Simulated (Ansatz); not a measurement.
## BeTe: experiment and calculation

**The experiment to reproduce.**

A printed reference work (data compilation) reports, for a bulk crystal of BeTe at 300 K: lattice constant a 5.626 Å.

How close the calculation comes is told at the end.

Computed with DFT PBE, scalar-relativistic, plane waves, PAW (Ansatz 0.2.0).

Settings: cutoff 420 eV, Γ-centred mesh 8×8×8 on the computed 2-atom cell, Gaussian smearing of 0.02 eV; no spin polarisation.

Relaxed structure:

```yaml
crystal:
  lattice:
    - [0.00000, 2.83180, 2.83180]
    - [2.83180, 0.00000, 2.83180]
    - [2.83180, 2.83180, 0.00000]
  atoms:
    - { symbol: Be, position: [0.50000, 0.50000, 0.50000] }
    - { symbol: Te, position: [0.75000, 0.75000, 0.75000] }
```

| Property | Result |
| --- | --- |
| Space group | F-43m (No. 216) |
| Volume per atom | 22.71 Å³ |
| Formation energy from the elements' standard states (uncorrected) | -0.361 eV/atom |
| Kohn–Sham band gap | 2.03 eV, indirect from Γ to X |
| Orbital (Löwdin) character of the top 1 eV of the valence band | Te 5p 89 %, unprojected 10 % |
| Electron masses at the edge by direction of the standard setting (m_e; one valley, along these axes only; no spin-orbit coupling) | x: 1.9; y: 0.26; z: 0.26 |
| Hole masses at the edge by direction of the standard setting (m_e; one valley, along these axes only; no spin-orbit coupling) | x: 0.35, 0.35, 0.20; y: 0.35, 0.35, 0.20; z: 0.35, 0.35, 0.20 |
| Bader charge by site (e) | Be (1 in the cell) 1.47, Te (1 in the cell) -1.47 |

Spin-orbit coupling is left out, which matters for the bands of heavy elements.

Against the measured lattice constant a of BeTe, 5.626 Å (300 K; a printed reference work (data compilation)), the calculated 5.664 Å is off by +0.7 %. The calculation is for 0 K without zero-point motion.

The cell was reached from a generator's guess, though it ends in a space group that the Crystallography Open Database lists for this formula. Kohn–Sham gaps at this level usually fall short of measured ones.
